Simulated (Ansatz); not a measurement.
# A computed series for RuO2: pressure series

The reference is RuO₂ in the rutile structure (space group P4_2/mnm, No. 136).

```xyz
6
Lattice="4.4673 0.0000 0.0000 0.0000 4.4673 0.0000 0.0000 0.0000 3.0926" Properties=species:S:1:pos:R:3 pbc="T T T"
Ru     0.0000     0.0000     0.0000
Ru     2.2336     2.2336     1.5463
O      1.3675     1.3675     0.0000
O      3.6011     0.8662     1.5463
O      0.8662     3.6011     1.5463
O      3.0998     3.0998     0.0000
```

Cell and atoms are relaxed at each pressure.

Computed with Ansatz (a quantum-chemistry and plane-wave program) PBEsol, no spin-orbit coupling, earlier PAW set.

```json
[
 {"pressure (GPa)": "-2", "volume per atom (Å³/atom)": "10.361"},
 {"pressure (GPa)": "0", "volume per atom (Å³/atom)": "10.286"},
 {"pressure (GPa)": "3", "volume per atom (Å³/atom)": "?"},
 {"pressure (GPa)": "7", "volume per atom (Å³/atom)": "10.044"},
 {"pressure (GPa)": "15", "volume per atom (Å³/atom)": "9.802"},
 {"pressure (GPa)": "30", "volume per atom (Å³/atom)": "9.418"},
 {"pressure (GPa)": "50", "volume per atom (Å³/atom)": "9.004"},
 {"pressure (GPa)": "75", "volume per atom (Å³/atom)": "8.588"},
 {"pressure (GPa)": "100", "volume per atom (Å³/atom)": "8.248"}
]
```

Fit the third-order Birch–Murnaghan form P(V) = (3B₀/2)[(V₀/V)^(7/3) − (V₀/V)^(5/3)]·[1 + (3/4)(B₀′ − 4)((V₀/V)^(2/3) − 1)] (squares taken in P) to the rows shown and predict the withheld row.

Least squares on the printed values gives V₀ = 10.285 Å³/atom, B₀ = 283 GPa, B₀′ = 4.3; this predicts 10.179 Å³/atom, and the run gives 10.179 Å³/atom, in agreement.

Measured bulk modulus of RuO2: 270 GPa (room temperature; as listed in YANLING LI, ZHI ZENG, International Journal of Modern Physics C (2008)); the computed value is for a static lattice, so the two differ by thermal effects too.

Load acts through the strain it causes; cell and atoms are relaxed under it. Whether these cells are dynamically stable was not tested. No other phases were tried under pressure. No Hubbard U is applied, and correlation can decide whether such a compound is a metal. The final runs are not spin-polarised.
